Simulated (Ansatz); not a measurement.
Crystal: FeO (Wuestite).

```
CELL_PARAMETERS angstrom
0.00000 2.15540 2.15540
2.15540 0.00000 2.15540
2.15540 2.15540 0.00000
ATOMIC_POSITIONS crystal
Fe 0.00000 0.00000 0.00000
O 0.50000 0.50000 0.50000
```

- Program: Ansatz 0.2.0
- Task: relaxation of cell and atoms
- Functional: PBE
- Dispersion: D3(BJ)
- Potentials or basis: Ansatz PAW
- Cutoff: 420 eV (not typed: the program's choice for these potentials)
- k mesh: 11 × 11 × 11
- Occupations: fermi-dirac, width 0.05 eV
- Spin: collinear spin, ferromagnetic start
- Starting moments: [3.0, 0.0] μB

At the start: volume 10.01 Å³/atom.

Q: Where does the relaxation end?

A: It ends after 6 steps and the volume is 9.83 Å³/atom (-1.9 %); space group Fm-3m (No. 225, to 0.05 Å); moment 4.00 μB per cell.

The path:
| step | energy change (eV) | largest force (eV/Å) | volume (Å³) |
| --- | --- | --- | --- |
| 1 | 0.0000 | 0.0000 | 20.03 |
| 2 | -0.0044 | 0.0000 | 19.79 |
| 3 | -0.0055 | 0.0000 | 19.66 |
| 4 | -0.0043 | 0.0000 | 19.66 |
| 5 | -0.0043 | 0.0000 | 19.65 |
| 6 | -0.0043 | 0.0000 | 19.65 |

Final structure:
```
CELL_PARAMETERS angstrom
0.00000 2.14187 2.14187
2.14187 0.00000 2.14187
2.14187 2.14187 0.00000
ATOMIC_POSITIONS crystal
Fe 0.00000 0.00000 0.00000
O 0.50000 0.50000 0.50000
```

Caveat: the plane-wave basis is chosen anew once the cell has moved, so the energies of steps on either side of that aren't comparable; the pressure holds a Pulay correction of +0.6 GPa for the finite cutoff; a cell with one magnetic atom can't hold antiferromagnetic order, which such compounds often take.
